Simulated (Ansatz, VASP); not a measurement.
# TaN in VASP and in Ansatz

```xyz
2
Lattice="2.9380 0.0000 0.0000 -1.4690 2.5444 0.0000 0.0000 0.0000 2.8830" Properties=species:S:1:pos:R:3 pbc="T T T"
Ta    0.0000    0.0000    1.4415
N     1.4690    0.8481    0.0000
```

Alike in both runs: functional PBE; k mesh 10 × 10 × 9; occupations fermi-dirac, width 0.05 eV; no spin polarisation.

|  | VASP | Ansatz |
| --- | --- | --- |
| version | VASP 6.6.1 | Ansatz 0.2.0 |
| potentials or method | VASP PAW PBE potentials, release 64 (Ta_pv, N), cutoff 520 eV | all-electron LAPW, scalar-relativistic |
| task | single point | band structure |

```csv
,VASP,Ansatz,Ansatz less VASP
gap on the k mesh at the Fermi level (eV),none,none,-
pressure (GPa),5.4,4.8,-0.54
largest component of the traceless stress (GPa),0.82,0.71,-0.106
```

A gap of «none» marks a metal or a gap that the smearing closes. Ansatz ran all-electron here, so the differences hold the error of VASP's frozen core and of both bases.

Caveats: spin-orbit coupling is left out, which moves the levels of the heavy elements (Ansatz). Spin-orbit coupling is left out, which matters for the levels of Ta.
